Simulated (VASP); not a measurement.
# Be (Pm-3m) in VASP: density of states with PBE

Aim: the density of states of Be with PBE.

Everything below comes from runs of VASP 6.6.1. Logs are shortened: lines on timing, memory, paths and dates and some standing lists are left out, and cuts for length are marked.

### Step 1. Starting point

It takes space group Pm-3m (No. 221, cubic). The conventional cell has a = 2.174 Å, b = 2.174 Å, c = 2.174 Å, α = 90.00°, β = 90.00°, γ = 90.00°. Be (site symmetry m-3m) has 6 Be at 2.17 Å as nearest neighbours.

The cell was built by a generator and needn't be a form met in nature.

### Step 2. Density of states, PBE

POSCAR reads:

```
Be
1.0
    2.1740614672      0.0000000000      0.0000000000
    0.0000000000      2.1740614672      0.0000000000
    0.0000000000      0.0000000000      2.1740614672
Be
1
Direct
    0.0000000000      0.0000000000      0.0000000000
```

INCAR.step1 reads:

```
SYSTEM = Be
PREC = Accurate
ENCUT = 520
EDIFF = 1E-7
ISMEAR = 0
SIGMA = 0.1
LREAL = .FALSE.
LASPH = .TRUE.
NELM = 100
ALGO = Normal
ISIF = 2
LWAVE = .FALSE.
LCHARG = .TRUE.
GGA = PE
NBANDS = 7
```

KPOINTS.step1 reads:

```
regular mesh
0
G
  26 26 26
  0 0 0
```

INCAR.step2 reads:

```
SYSTEM = Be
PREC = Accurate
ENCUT = 520
EDIFF = 1E-7
ISMEAR = -5
SIGMA = 0.1
LREAL = .FALSE.
LASPH = .TRUE.
NELM = 100
ALGO = Normal
ISIF = 2
LWAVE = .FALSE.
LCHARG = .FALSE.
GGA = PE
LORBIT = 11
NEDOS = 1001
ICHARG = 11
```

KPOINTS.step2 reads:

```
regular mesh
0
G
  39 39 39
  0 0 0
```

Potentials or basis: VASP PAW PBE potentials, release 64 (Be).

Run with:

```bash
$ cat potpaw_PBE.64/Be/POTCAR > POTCAR
$ cp INCAR.step1 INCAR
$ cp KPOINTS.step1 KPOINTS
$ mpirun -np 1 vasp_std > vasp.out
$ cp INCAR.step2 INCAR
$ cp KPOINTS.step2 KPOINTS
$ mpirun -np 1 vasp_std > vasp.out
```

OUTCAR:

```text
SYSTEM = Be
   PREC = Accurate
   ENCUT = 520
   EDIFF = 1E-7
   ISMEAR = -5
   LREAL = .FALSE.
   LASPH = .TRUE.
   NELM = 100
   ISIF = 2
   GGA = PE
   LORBIT = 11
   ICHARG = 11

 ion  position               nearest neighbor table
   1  0.000  0.000  0.000-

  LATTYP: Found a simple cubic cell.
 ALAT       =     2.1740614672

  Lattice vectors:

 A1 = (   2.1740614672,   0.0000000000,   0.0000000000)
 A2 = (   0.0000000000,   2.1740614672,   0.0000000000)
 A3 = (   0.0000000000,   0.0000000000,   2.1740614672)

Analysis of symmetry for initial positions (statically):
=====================================================================
 Subroutine PRICEL returns:
 Original cell was already a primitive cell.

 Routine SETGRP: Setting up the symmetry group for a
 simple cubic supercell.

 Subroutine GETGRP returns: Found 48 space group operations
 (whereof 48 operations were pure point group operations)
 out of a pool of 48 trial point group operations.

The static configuration has the point symmetry O_h .

Analysis of symmetry for dynamics (positions and initial velocities):
=====================================================================
 Subroutine PRICEL returns:
 Original cell was already a primitive cell.

 Routine SETGRP: Setting up the symmetry group for a
 simple cubic supercell.

 Subroutine GETGRP returns: Found 48 space group operations
 (whereof 48 operations were pure point group operations)
 out of a pool of 48 trial point group operations.

The dynamic configuration has the point symmetry O_h .

 Subroutine INISYM returns: Found 48 space group operations
 (whereof 48 operations are pure point group operations),
 and found     1 'primitive' translations

----------------------------------------------------------------------------------------

                                     Primitive cell

  volume of cell :      10.2758

  direct lattice vectors                    reciprocal lattice vectors
     2.174061467  0.000000000  0.000000000     0.459968596  0.000000000  0.000000000
     0.000000000  2.174061467  0.000000000     0.000000000  0.459968596  0.000000000
     0.000000000  0.000000000  2.174061467     0.000000000  0.000000000  0.459968596

  length of vectors
     2.174061467  2.174061467  2.174061467     0.459968596  0.459968596  0.459968596

  position of ions in fractional coordinates (direct lattice)
     0.000000000  0.000000000  0.000000000

  ion indices of the primitive-cell ions
   primitive index   ion index
                 1           1

----------------------------------------------------------------------------------------

 KPOINTS: regular mesh

Automatic generation of k-mesh.
 Grid dimensions read from file:
 generate k-points for:   39   39   39

 Generating k-lattice:

  Cartesian coordinates                     Fractional coordinates (reciprocal lattice)
     0.011794067  0.000000000  0.000000000     0.025641026  0.000000000  0.000000000
     0.000000000  0.011794067  0.000000000     0.000000000  0.025641026  0.000000000
     0.000000000  0.000000000  0.011794067     0.000000000  0.000000000  0.025641026

  Length of vectors
     0.011794067  0.011794067  0.011794067

  Shift w.r.t. Gamma in fractional coordinates (k-lattice)
     0.000000000  0.000000000  0.000000000

 TETIRR: Found  29603 inequivalent tetrahedra from   355914

 Subroutine IBZKPT returns following result:
 ===========================================

 Found   1540 irreducible k-points:

 Following reciprocal coordinates:
            Coordinates               Weight
  0.000000  0.000000  0.000000      1.000000
  0.025641  0.000000  0.000000      6.000000
  0.051282  0.000000  0.000000      6.000000
  0.076923  0.000000  0.000000      6.000000
  0.102564  0.000000  0.000000      6.000000
  0.128205  0.000000  0.000000      6.000000
[... 16 lines left out ...]
  0.076923  0.025641  0.000000     24.000000
  0.102564  0.025641  0.000000     24.000000
 [... further k-points ...]
   k-points           NKPTS =   1540   k-points in BZ     NKDIM =   1540   number of bands    NBANDS=      5
   number of dos      NEDOS =   1001   number of ions     NIONS =      1
   total plane-waves  NPLWV =   4096
   dimension x,y,z NGX =    16 NGY =   16 NGZ =   16
   dimension x,y,z NGXF=    32 NGYF=   32 NGZF=   32
   ions per type =               1
   NGX,Y,Z   is equivalent  to a cutoff of  12.23, 12.23, 12.23 a.u.
   NGXF,Y,Z  is equivalent  to a cutoff of  24.47, 24.47, 24.47 a.u.
 SYSTEM =  Be
   PREC   = accura    normal or accurate (medium, high low for compatibility)
   ISTART =      0    job   : 0-new  1-cont  2-samecut
   ICHARG =     11    charge: 1-file 2-atom 10-const
   ISPIN  =      1    spin polarized calculation?
   LNONCOLLINEAR =      F non collinear calculations
   LSORBIT =      F    spin-orbit coupling
   LASPH  =      T    aspherical Exc in radial PAW
   ENCUT  =  520.0 eV  38.22 Ry    6.18 a.u.   4.04  4.04  4.04*2*pi/ulx,y,z
   NELM   =    100;   NELMIN=  2; NELMDL=  0     # of ELM steps
   EDIFF  = 0.1E-06   stopping-criterion for ELM
   LREAL  =      F    real-space projection
   EDIFFG = 0.1E-05   stopping-criterion for IOM
   NSW    =      0    number of steps for IOM
   IBRION =     -1    ionic relax: 0-MD 1-quasi-New 2-CG
   NFREE  =      0    steps in history (QN), initial steepest desc. (CG)
   ISIF   =      2    stress and relaxation
   ISYM   =      2    0-nonsym 1-usesym 2-fastsym
   POTIM  = 0.5000    time-step for ionic-motion
   TEBEG  =    0.0;   TEEND  =   0.0 temperature during run
   PSTRESS=    0.0 pullay stress
   NELECT =       2.0000    total number of electrons
   NUPDOWN=      -1.0000    fix difference up-down
   EMIN   =  10.00;   EMAX   =-10.00  energy-range for DOS
   EFERMI =   0.00;   METHOD = LEGACY
   ISMEAR =    -5;   SIGMA  =   0.10  broadening in eV -4-tet -1-fermi 0-gaus
   EFERMI_NEDOS =   21; number of points for ismear=-14 and -15
   IALGO  =     38    algorithm
   IMIX   =      4    mixing-type and parameters
     AMIX     =   0.40;   BMIX     =  1.00
     AMIX_MAG =   1.60;   BMIX_MAG =  1.00
  volume/ion in A,a.u.               =      10.28        69.34
  Fermi-wavevector in a.u.,A,eV,Ry     =   0.948738  1.792855 12.246658  0.900104
  Thomas-Fermi vector in A             =   2.076955
   LORBIT       =     11    0 simple, 1 ext, 2 COOP (PROOUT), +10 PAW based schemes
   GGA     = PE    functional components
   LHFCALC =     F    Hartree Fock is set to
   AEXX    =    0.0000 exact exchange contribution
   IVDW    =     0    specifies the selected vdW correction
   LEPSILON=     F    determine dielectric tensor
   LRPA    =     F    only Hartree local field effects (RPA)
 non-spin polarized calculation
 Fermi weights with tetrahedron method with Bloechl corrections
  energy-cutoff  :      520.00
  volume of cell :       10.28
 maximum number of plane-waves:       292

 number of electron       2.0000000 magnetization

 Free energy of the ion-electron system (eV)
  ---------------------------------------------------
  ext. energy  EPLUGINS =         0.00000000
  ---------------------------------------------------
  free energy    TOTEN  =        -2.76317991 eV

  energy without entropy =       -2.76317991  energy(sigma->0) =       -2.76317991

 E-fermi :   4.7810     XC(G=0):  -9.7563

 val. band max:        4.8112322391   @ k =   0.4872   0.3590   0.2051
 cond. band min:       4.7784493154   @ k =   0.4359   0.2308   0.0513
 fundamental gap:     -0.0327829237
 Fermi energy:         4.7809992255

 k-point     1 :       0.0000    0.0000    0.0000
  band No.  band energies     occupation
      1      -4.9017      2.00000
      2      18.2927      0.00000
      3      18.2927      0.00000
      4      18.2927      0.00000
      5      23.9563      0.00000

 k-point     2 :       0.0256    0.0000    0.0000
  band No.  band energies     occupation
      1      -4.8854      2.00000
      2      18.0228      0.00000
      3      18.3090      0.00000
      4      18.3090      0.00000
      5      23.9763      0.00000

 k-point     3 :       0.0513    0.0000    0.0000
  band No.  band energies     occupation
      1      -4.8366      2.00000
      2      17.3373      0.00000
      3      18.3576      0.00000
      4      18.3576      0.00000
      5      24.0362      0.00000

 k-point     4 :       0.0769    0.0000    0.0000
  band No.  band energies     occupation
      1      -4.7552      2.00000
      2      16.4345      0.00000
      3      18.4383      0.00000
      4      18.4383      0.00000
      5      24.1360      0.00000

 k-point     5 :       0.1026    0.0000    0.0000
  band No.  band energies     occupation
      1      -4.6414      2.00000
      2      15.4366      0.00000
      3      18.5505      0.00000
      4      18.5505      0.00000
      5      24.2755      0.00000

 k-point     6 :       0.1282    0.0000    0.0000
  band No.  band energies     occupation
      1      -4.4952      2.00000
      2      14.4035      0.00000
      3      18.6933      0.00000
      4      18.6933      0.00000
      5      24.4546      0.00000
[... 113 lines left out ...]
 k-point    21 :       0.0256    0.0256    0.0000
  band No.  band energies     occupation
      1      -4.8691      2.00000
      2      17.9250      0.00000
      3      18.1583      0.00000
      4      18.3252      0.00000
      5      24.1350      0.00000

 k-point    22 :       0.0513    0.0256    0.0000
  band No.  band energies     occupation
      1      -4.8203      2.00000
      2      17.3057      0.00000
      3      18.1507      0.00000
      4      18.3738      0.00000
      5      24.2471      0.00000

 k-point    23 :       0.0769    0.0256    0.0000
  band No.  band energies     occupation
      1      -4.7389      2.00000
      2      16.4184      0.00000
      3      18.2249      0.00000
      4      18.4545      0.00000
      5      24.3542      0.00000

 k-point    24 :       0.1026    0.0256    0.0000
  band No.  band energies     occupation
      1      -4.6250      2.00000
      2      15.4288      0.00000
      3      18.3358      0.00000
      4      18.5667      0.00000
      5      24.4951      0.00000

 [... further k-points ...]

------------------------ aborting loop because EDIFF is reached ----------------------------------------

  FORCE on cell =-STRESS in cart. coord.  units (eV):
  Direction    XX          YY          ZZ          XY          YZ          ZX
  --------------------------------------------------------------------------------------
  -------------------------------------------------------------------------------------
  Total       -0.0044935     -0.0044935     -0.0044935     -0.0000000     -0.0000000      0.0000000
  in kB       -0.7006142     -0.7006142     -0.7006142     -0.0000000     -0.0000000      0.0000000
  external PRESSURE =      -0.7006142 kB  Pullay stress =       0.0000000 kB

 VOLUME and BASIS-vectors are now :
 -----------------------------------------------------------------------------
  energy-cutoff  :      520.00
  volume of cell :       10.28
      direct lattice vectors                 reciprocal lattice vectors
     2.174061467  0.000000000  0.000000000     0.459968596  0.000000000  0.000000000
     0.000000000  2.174061467  0.000000000     0.000000000  0.459968596  0.000000000
     0.000000000  0.000000000  2.174061467     0.000000000  0.000000000  0.459968596

 POSITION                                       TOTAL-FORCE (eV/Angst)
 -----------------------------------------------------------------------------------
      0.00000      0.00000      0.00000         0.000000      0.000000      0.000000
 -----------------------------------------------------------------------------------
    total drift:                               -0.000000     -0.000000     -0.000000

  FREE ENERGIE OF THE ION-ELECTRON SYSTEM (eV)
  ---------------------------------------------------
  free  energy   TOTEN  =        -2.7631799074 eV

  energy  without entropy=       -2.7631799074  energy(sigma->0) =       -2.76317991

 total charge

# of ion       s       p       d       tot
------------------------------------------
    1        0.461   0.544   0.000   1.005
```

Wall time 21 s (1 thread of Intel Xeon 6975P-C (Granite Rapids), shared host); peak memory 0.21 GiB.

Results:

```
Valence electrons inside the program's atomic spheres : Be 1.00
```

Levels at points of the mesh, in eV from the Fermi level:
```
           k point  band 1  band 2  band 3  band 4
(0.00, 0.00, 0.00)   -9.68   13.51   13.51   13.51
```

States per cell in windows of 1 eV (zero at the Fermi level; states under -8 eV left out):
| from (eV) | total | Be1_p | Be1_s | Be1_d |
| --- | --- | --- | --- | --- |
| -8.0 | 0.15 | 0.02 | 0.05 | 0.00 |
| -7.0 | 0.19 | 0.03 | 0.06 | 0.00 |
| -6.0 | 0.22 | 0.05 | 0.06 | 0.00 |
| -5.0 | 0.26 | 0.08 | 0.05 | 0.00 |
| -4.0 | 0.25 | 0.09 | 0.04 | 0.00 |
| -3.0 | 0.20 | 0.08 | 0.02 | 0.00 |
| -2.0 | 0.25 | 0.08 | 0.05 | 0.00 |
| -1.0 | 0.33 | 0.11 | 0.07 | 0.00 |
| 0.0 | 0.45 | 0.19 | 0.07 | 0.00 |
| 1.0 | 0.43 | 0.21 | 0.04 | 0.00 |
| 2.0 | 0.37 | 0.19 | 0.03 | 0.00 |
| 3.0 | 0.28 | 0.15 | 0.02 | 0.00 |
| 4.0 | 0.20 | 0.12 | 0.01 | 0.00 |
| 5.0 | 0.16 | 0.10 | 0.01 | 0.00 |
| 6.0 | 0.28 | 0.16 | 0.03 | 0.00 |
| 7.0 | 0.44 | 0.16 | 0.09 | 0.00 |

Caveat: tetrahedron occupations give inexact forces and stress in metals.
